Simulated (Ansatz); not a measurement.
# Zr2COS MXene monolayer in a perpendicular field, part 3 of 3

Wanted: the out-of-plane response of the Zr2COS MXene monolayer. A positive field points along +c.

Ansatz 0.2.0; plane-wave DFT, PBE-D3(BJ), Ansatz PAW (the session's first sound run).

So far. Step 7 (Single point, field -0.3 V/Å): The dipole is -0.0305 e·Å, -0.108 e·Å from its value without field. Step 8 (Response, atoms held): The induced dipole is that of a conductor 6.65 Å thick.

## 9. With spin-orbit coupling, k-mesh 12×12×1

This step: plane-wave DFT, PBE, fully relativistic PAW with spin-orbit coupling (Ansatz 0.2.0).

Heavy atoms split their bands by spin-orbit coupling, so this run uses fully relativistic files and two-component states.

Contents of input.yaml:

```yaml
crystal:
  lattice:
    - [3.361276807, 0.0, 0.0]
    - [-1.6806384035, 2.910951104, 0.0]
    - [0.0, 0.0, 23.2239042593]
  atoms:
    - { symbol: S, position: [0.3333333333, 0.6666666667, 0.3875317388] }
    - { symbol: Zr, position: [0.6666666667, 0.3333333333, 0.4565837297] }
    - { symbol: C, position: [0.0, 0.0, 0.5138745153] }
    - { symbol: Zr, position: [0.3333333333, 0.6666666667, 0.5741334605] }
    - { symbol: O, position: [0.6666666667, 0.3333333333, 0.6124682612] }
kpoints:
  mp_grid: { grid: [12, 12, 1] }
  band_path:
    path: [[0, 0, 0], [0.5, 0, 0], [0.33333333, 0.33333333, 0], [0, 0, 0]]
    npoints: 16
hamiltonian:
  xc: pbe
  pseudopotentials: { kind: paw_fr }
magnetization:
  noncollinear: true
  spin_orbit: true
scf:
  occupations: { method: fermi_dirac, width: 0.05 }
  convergence: { dr2_threshold: 1.0e-09 }
efield:
  axis: 3
  dipole_correction: true
  ramp_position: 0.97
  ramp_width: 0.06
  amplitude: 0
output:
  write_potential: true
  write_density: true
  volumetric_format: npy
```

Launch:

```bash
ansatz run input.yaml --threads 4 --pin off --max-ram 6144MiB --backend cpu --events-out ev --progress --plain --runs-dir out
```

Numbers of over 12 decimals in the logs are rounded to 6 here.

What it wrote:

```text
[...]
non-collinear run that drives no moment, with spin-orbit: no starting moment large enough to seed its density (crystal.atoms[].spin), no starting occupations that ask for one, no magnetisation constraint and no magnetic field, so the semilocal B_xc is pinned to zero
Crystal: 5 atoms, lattice volume = 227.235 Å³
Basis set: ecut = 420 eV, 4517 PW (Γ)
Bands: 50, of which v1, the nominal top of the filled ones, is band 40 counted from 1 (39 counted from 0)
Symmetry: 6 space group operations + 6 with time reversal
[...]
k-points: 19 of 144 (time reversal used)
Projection manifold: j_resolved (fully-relativistic pseudo-atomic orbitals)
[...]
SCF iter   1: F=—  HF=-10100.668156 eV  |F-HF|=—  |Δ(HF+E_count)|=         —  Δρ=7.67e-2  dr2=2.01e1  dr2_m=0.00e0 (ungated)  ethr=3.10e-3  |M|=0.00e0 ∫|m|=0.00e0 μB  |m|>n=0.0e0 m-floor=0.0e0 τ_xc=0.0e0  β_m=0.30  p=-0.000 e·Å  D=-6.38e-7 V/Å  ΔV_dip=0.00 eV  dr2_dipole=4.18e-2  V_vac-E_F(+/−)=8.55/8.55 eV  ⟨swp⟩=8.4  Hψ=5329  notcnv=0  defer=16
[...]
SCF iter   2: F=—  HF=-10096.328231 eV  |F-HF|=—  |Δ(HF+E_count)|=    4.34e0  Δρ=2.59e-2  dr2=4.77e0  dr2_m=0.00e0 (ungated)  ethr=3.10e-3  |M|=0.00e0 ∫|m|=0.00e0 μB  |m|>n=0.0e0 m-floor=0.0e0 τ_xc=0.0e0  β_m=0.63  p=-0.097 e·Å  D=-7.74e-2 V/Å  ΔV_dip=1.80 eV  dr2_dipole=1.16e0  V_vac-E_F(+/−)=6.81/5.01 eV  ⟨swp⟩=4.2  Hψ=2467  notcnv=0  defer=74
[...]
spin=Noncollinear: LDOS preconditioning applied to the charge; magnetization (m_x, m_y, m_z) channels mix plain (no charge-response kernel on spin).
SCF iter   3: F=—  HF=-10096.496316 eV  |F-HF|=—  |Δ(HF+E_count)|=   1.68e-1  Δρ=2.32e-2  dr2=1.13e1  dr2_m=0.00e0 (ungated)  ethr=3.10e-3  |M|=0.00e0 ∫|m|=0.00e0 μB  |m|>n=0.0e0 m-floor=0.0e0 τ_xc=0.0e0  β_m=0.45  p=0.220 e·Å  D=1.75e-1 V/Å  ΔV_dip=-4.07 eV  dr2_dipole=3.22e0  V_vac-E_F(+/−)=3.74/7.82 eV  ⟨swp⟩=4.5  Hψ=1897  notcnv=0  defer=61  recentre
[...]
SCF iter  12: F=-10095.733310 eV  HF=-10095.733310 eV  |F-HF|=1.87e-10  |Δ(HF+E_count)|=   4.73e-9  Δρ=5.10e-7  dr2=4.76e-10  dr2_m=0.00e0 (ungated)  ethr=2.50e-12  |M|=0.00e0 ∫|m|=0.00e0 μB  |m|>n=0.0e0 m-floor=0.0e0 τ_xc=0.0e0  p=0.078 e·Å  D=6.18e-2 V/Å  ΔV_dip=-1.44 eV  dr2_dipole=9.61e-12  V_vac-E_F(+/−)=4.71/6.14 eV  ⟨swp⟩=15.6  Hψ=4123  notcnv=0
SCF 1 converged in 12 iterations: F = -10095.733310 eV  dr2 = 4.76e-10
[...]
SCF converged after 12 iterations
Magnetization: |M| = 0.0000 μB,  M = (+0.0000, +0.0000, +0.0000) μB
Absolute magnetization: 0.0000 μB (∫|m|)
  site 0: m = (+0.0000, +0.0000, +0.0000) μB, |m| = 0.0000 μB  (R = 1.04 Å)
  site 1: m = (+0.0000, +0.0000, +0.0000) μB, |m| = 0.0000 μB  (R = 0.97 Å)
  site 2: m = (+0.0000, +0.0000, +0.0000) μB, |m| = 0.0000 μB  (R = 0.97 Å)
  site 3: m = (+0.0000, +0.0000, +0.0000) μB, |m| = 0.0000 μB  (R = 0.88 Å)
  site 4: m = (+0.0000, +0.0000, +0.0000) μB, |m| = 0.0000 μB  (R = 0.88 Å)
Free energy (F): -10095.733310 eV
[...]
Internal energy: -10095.727930 eV  (E = F + TS)
E sigma→0 (E₀):  -10095.730620 eV
Entropy (-TS):   -0.005380 eV (-1.076 meV/atom)
Fermi energy:    0.243306 eV
Dipole field:    D = 0.061809 V/Å  (p = 0.077619 e·Å, saw-weighted, corrected)
Work function:   Φ+ = 4.7077 eV   Φ− = 6.1432 eV
[...]
--- Band table (eV; the first three rows and the last of 19) ---
  k-point 0: bands = [... 36 lower, 0.4325, 0.4325, 0.4917, 0.4917, 1.5511, 1.5511, 1.5581, 1.5581, ... 6 higher]
  k-point 1: bands = [... 36 lower, -0.1669, -0.1226, 0.1298, 0.1408, 1.4416, 1.4662, 1.9062, 1.9066, ... 6 higher]
  k-point 2: bands = [... 36 lower, -0.5145, -0.4680, -0.3130, -0.2986, 1.0890, 1.1015, 2.3567, 2.3619, ... 6 higher]
  k-point 18: bands = [... 36 lower, -1.9639, -1.9394, -1.8608, -1.8255, 2.1440, 2.1737, 2.6465, 2.6473, ... 6 higher]
```

Run time: 38 s. Hardware: 4 threads of Arm Neoverse V2, shared host; peak memory 1.4 GiB.

Numbers from this step:

| Property | Result |
| --- | --- |
| energy at zero smearing | -10095.7306 eV |
| work function, upper face | 4.708 eV |
| work function, lower face | 6.143 eV |
| dipole along the normal | 0.07762 e·Å |
| step between the vacuum levels | -1.435 eV |

Electronic bands along the path, in eV, zero at the Fermi level:

```tsv
point	band 37	band 38	band 39	band 40	band 41	band 42	band 43	band 44
Γ	0.19	0.19	0.25	0.25	1.31	1.31	1.31	1.31
halfway	-1.08	-1.05	-0.79	-0.78	0.49	0.51	2.51	2.51
M	-1.30	-1.30	-0.75	-0.75	0.02	0.02	2.51	2.51
halfway	-2.11	-2.09	-1.51	-1.47	1.10	1.10	2.72	2.73
K	-2.21	-2.18	-2.10	-2.07	1.90	1.93	2.40	2.40
halfway	-1.75	-1.74	-1.09	-1.04	1.27	1.29	1.70	1.72
Γ	0.19	0.19	0.25	0.25	1.31	1.31	1.31	1.31
```

The work function of the upper face is 4.71 eV.

## 10. With spin-orbit coupling, k-mesh 12×12×1, field 0.2 V/Å

The same in a field along the normal.

input.yaml, as its differences from that of step 9:

```diff
@@ -13,5 +13,3 @@
   mp_grid: { grid: [12, 12, 1] }
-  band_path:
-    path: [[0, 0, 0], [0.5, 0, 0], [0.33333333, 0.33333333, 0], [0, 0, 0]]
-    npoints: 16
+  band_path: { path: [[0, 0, 0], [0.12, 0, 0]], npoints: 24 }
 hamiltonian:
@@ -30,3 +28,3 @@
   ramp_width: 0.06
-  amplitude: 0
+  amplitude: 0.2
 output:
```

What it wrote:

```text
[...]
Crystal: 5 atoms, lattice volume = 227.235 Å³
Basis set: ecut = 420 eV, 4517 PW (Γ)
Bands: 50, of which v1, the nominal top of the filled ones, is band 40 counted from 1 (39 counted from 0)
Symmetry: 6 space group operations + 6 with time reversal
[...]
k-points: 19 of 144 (time reversal used)
[...]
k-point 0: bands = [... 36 lower, 0.3939, 0.3939, 0.4533, 0.4533, 1.5263, 1.5263, 1.5335, 1.5335, ... 6 higher]
  k-point 1: bands = [... 36 lower, -0.2084, -0.1651, 0.0917, 0.1024, 1.4138, 1.4385, 1.8811, 1.8817, ... 6 higher]
  k-point 2: bands = [... 36 lower, -0.5599, -0.5140, -0.3531, -0.3391, 1.0596, 1.0723, 2.3324, 2.3378, ... 6 higher]
  k-point 18: bands = [... 36 lower, -2.0258, -2.0015, -1.8961, -1.8613, 2.1247, 2.1540, 2.6424, 2.6439, ... 6 higher]
[key lines of the parts left out:]
SCF converged after 13 iterations
Magnetization: |M| = 0.0000 μB,  M = (+0.0000, +0.0000, +0.0000) μB
Free energy (F): -10095.756027 eV
Fermi energy:    0.213542 eV
Dipole field:    D = 0.119086 V/Å  (p = 0.149546 e·Å, saw-weighted, corrected)
```

The job ended after 32 s (4 threads; peak memory 1.4 GiB).

Numbers from this step:

```
energy at zero smearing : -10095.7534 eV
dipole along the normal : 0.1495 e·Å
```

The dipole is 0.150 e·Å.

## 11. Spin splitting near the zone centre

This step: plane-wave DFT, PBE, fully relativistic PAW with spin-orbit coupling; spin splitting near the zone centre (Ansatz 0.2.0).

Levels that meet at the zone centre are followed outwards; a split that grows in proportion to k gives the Rashba parameter as ΔE/2k.

This step gave:

```yaml
largest_split_over_2k_that_stays_linear_in_k: 0.3181 eV Å
```

Groups of levels that meet at the zone centre and whose split, tested at two k, grows in proportion to k or stays under 1 meV; groups that fail this test are left out. Spin splitting, by row:

```tsv
level at the first point (eV from the Fermi level)	states	split at k = 0.032 1/A (eV)	split over 2k (eV Å)
1.32	2	5.00e-4	0
1.54	2	0.0206	0.3181
```

## 12. A changed input

This step: plane-wave DFT, PBE-D3(BJ), Ansatz PAW (Ansatz 0.2.0).

A run with a changed input: it repeats the earlier run at 0.1 V/Å with efield.amplitude from 0.1 to -0.05 and efield.dipole_correction from true to false.

input.yaml, the sections that differ from step 10:

```yaml
kpoints:
  mp_grid: { grid: [18, 18, 1] }
  band_path:
    path: [[0, 0, 0], [0.5, 0, 0], [0.33333333, 0.33333333, 0], [0, 0, 0]]
    npoints: 16
hamiltonian:
  xc: pbe
  dispersion: d3bj
scf:
  occupations: { method: fermi_dirac, width: 0.05 }
  convergence: { dr2_threshold: 1.0e-10 }
efield:
  axis: 3
  dipole_correction: false
  ramp_position: 0.97
  ramp_width: 0.06
  amplitude: -0.05
# crystal, output: as in step 10
# magnetization: removed
```

What it wrote:

```text
[...]
Crystal: 5 atoms, lattice volume = 227.235 Å³
Basis set: ecut = 420 eV, 4517 PW (Γ)
Bands: 25, of which v1, the nominal top of the filled ones, is band 20 counted from 1 (19 counted from 0)
Symmetry: 6 space group operations
[...]
k-points: 37 of 324 (time reversal used)
[...]
SCF iter   1: F=—  HF=-10095.320648 eV  |F-HF|=—  |Δ(HF+E_count)|=         —  Δρ=2.25e-3  dr2=1.98e-2  ethr=1.77e-3  p=0.101 e·Å  V_vac-E_F(+/−)=4.80/6.03 eV  ⟨swp⟩=8.2  Hψ=4933  notcnv=0
[...]
SCF iter  10: F=-10095.318862 eV  HF=-10095.318862 eV  |F-HF|=9.28e-11  |Δ(HF+E_count)|=   1.65e-9  Δρ=1.17e-7  dr2=2.26e-11  ethr=1.00e-12  p=0.083 e·Å  V_vac-E_F(+/−)=4.79/5.99 eV  ⟨swp⟩=4.7  Hψ=2851  notcnv=0
SCF 1 converged in 10 iterations: F = -10095.318862 eV  dr2 = 2.26e-11
[...]
SCF converged after 10 iterations
Free energy (F): -10095.318862 eV
[...]
Internal energy: -10095.313693 eV  (E = F + TS)
E sigma→0 (E₀):  -10095.316277 eV
Entropy (-TS):   -0.005170 eV (-1.034 meV/atom)
Fermi energy:    0.268907 eV
Dipole field:    D = 0.066416 V/Å  (p = 0.083403 e·Å, saw-weighted)
Work function:   not extracted (applied field tilts the vacuum); planar V_es + V_field profile in the machine report
[...]
--- Band table (eV; the first three rows and the last of 37) ---
  k-point 0: bands = [... 16 lower, -1.8675, -0.8515, 0.4570, 0.4570, 1.5548, 1.5548, 1.7739, 3.0616, ... 1 higher]
  k-point 1: bands = [... 16 lower, -1.8576, -0.7570, 0.1317, 0.2840, 1.5270, 1.7391, 1.9533, 3.0381, ... 1 higher]
  k-point 2: bands = [... 16 lower, -1.8368, -0.8074, -0.3586, -0.0331, 1.3442, 2.0702, 2.3112, 3.0311, ... 1 higher]
  k-point 36: bands = [... 16 lower, -2.8352, -2.2627, -1.9579, -1.8503, 2.1560, 2.6453, 3.3305, 3.7621, ... 1 higher]
```

It took 7.9 s on 4 threads; peak memory 0.61 GiB; 31 s of CPU time.

```tsv
quantity	this run	earlier run	difference
dipole along the normal (e·Å)	0.08340	0.1135	-0.030
```

The applied field differs, and the slope found earlier predicts a dipole of 0.0595 e·Å; this run gives 0.0834 e·Å, 0.024 e·Å more.

With the dipole correction off, the periodic images add a field of their own to the typed one.

These numbers are not those of the isolated slab.

## 13. Varying the input

Another changed input: it repeats the earlier run at 0.1 V/Å with efield.dipole_correction from true to false.

input.yaml, as its differences from that of step 12:

```diff
@@ -27,3 +27,3 @@
   ramp_width: 0.06
-  amplitude: -0.05
+  amplitude: 0.1
 output:
```

What it wrote:

```text
[...]
Crystal: 5 atoms, lattice volume = 227.235 Å³
Basis set: ecut = 420 eV, 4517 PW (Γ)
Bands: 25, of which v1, the nominal top of the filled ones, is band 20 counted from 1 (19 counted from 0)
Symmetry: 6 space group operations
[...]
k-points: 37 of 324 (time reversal used)
[...]
SCF iter   1: F=—  HF=-10095.368283 eV  |F-HF|=—  |Δ(HF+E_count)|=         —  Δρ=3.58e-3  dr2=3.30e-1  ethr=1.77e-3  p=0.101 e·Å  V_vac-E_F(+/−)=6.39/4.48 eV  ⟨swp⟩=8.2  Hψ=4977  notcnv=0
[...]
SCF iter  11: F=-10095.337043 eV  HF=-10095.337043 eV  |F-HF|=1.64e-11  |Δ(HF+E_count)|=  4.84e-10  Δρ=7.13e-8  dr2=5.12e-12  ethr=1.00e-12  p=0.159 e·Å  V_vac-E_F(+/−)=6.31/4.50 eV  ⟨swp⟩=4.0  Hψ=2411  notcnv=0
SCF 1 converged in 11 iterations: F = -10095.337043 eV  dr2 = 5.12e-12
[...]
SCF converged after 11 iterations
Free energy (F): -10095.337043 eV
[...]
Internal energy: -10095.331965 eV  (E = F + TS)
E sigma→0 (E₀):  -10095.334504 eV
Entropy (-TS):   -0.005078 eV (-1.016 meV/atom)
Fermi energy:    0.235974 eV
Dipole field:    D = 0.126622 V/Å  (p = 0.159008 e·Å, saw-weighted)
Work function:   not extracted (applied field tilts the vacuum); planar V_es + V_field profile in the machine report
[...]
--- Band table (eV; the first three rows and the last of 37) ---
  k-point 0: bands = [... 16 lower, -1.9063, -0.8971, 0.4166, 0.4166, 1.5288, 1.5288, 1.7378, 3.0318, ... 1 higher]
  k-point 1: bands = [... 16 lower, -1.8961, -0.8012, 0.0905, 0.2439, 1.4982, 1.7126, 1.9197, 3.0069, ... 1 higher]
  k-point 2: bands = [... 16 lower, -1.8747, -0.8432, -0.4082, -0.0738, 1.3144, 2.0439, 2.2780, 2.9991, ... 1 higher]
  k-point 36: bands = [... 16 lower, -2.8601, -2.2922, -2.0233, -1.8875, 2.1351, 2.6410, 3.2950, 3.7222, ... 1 higher]
```

Run time: 8 s. Hardware: 4 threads; peak memory 0.61 GiB.

```tsv
quantity	this run	earlier run	difference
dipole along the normal (e·Å)	0.1590	0.1135	0.046
```

With the dipole correction off, the periodic images add a field of their own to the typed one.

It moves by +0.0455 e·Å.

These numbers are not those of the isolated slab.

## 14. Results

| Item | Value |
| --- | --- |
| gap without field | none |
| work function, upper face | 4.68 eV |
| step between the vacuum levels | -1.43 eV |
| equivalent conductor thickness, atoms held | 6.65 Å |
| largest split over 2k that stays linear in k at 0.2 V/Å | 0.318 eV Å |

The induced dipole equals that of a perfect conductor 6.65 Å thick, while the outer atoms lie 5.22 Å apart. The two faces differ: the vacuum level above lies 1.43 eV lower than the one below. There is no gap over 0.03 eV, with or without the field. The main runs have no spin polarisation; a magnetic state could lie lower and would change these results. The field series itself is without spin-orbit coupling. The MXene's terminations sit over the metal atoms of its far layer; the site over carbon or nitrogen, which some compounds prefer, was not run.

[Logs are printed without paths, hosts, clocks, repeated set-up lines and the standing remarks that a program may print on its own settings, such as how far it seeks lower states.]

[Hosts, paths, dates, database ids (printed as entryN), source tags and the programs' standing remarks are cut or masked in the printed files.]

[Maps of the electrostatic potential energy from Ansatz leave out the sawtooth potential of an applied field or a dipole correction, so their vacuum need not be flat; planar profiles and work functions include it.]
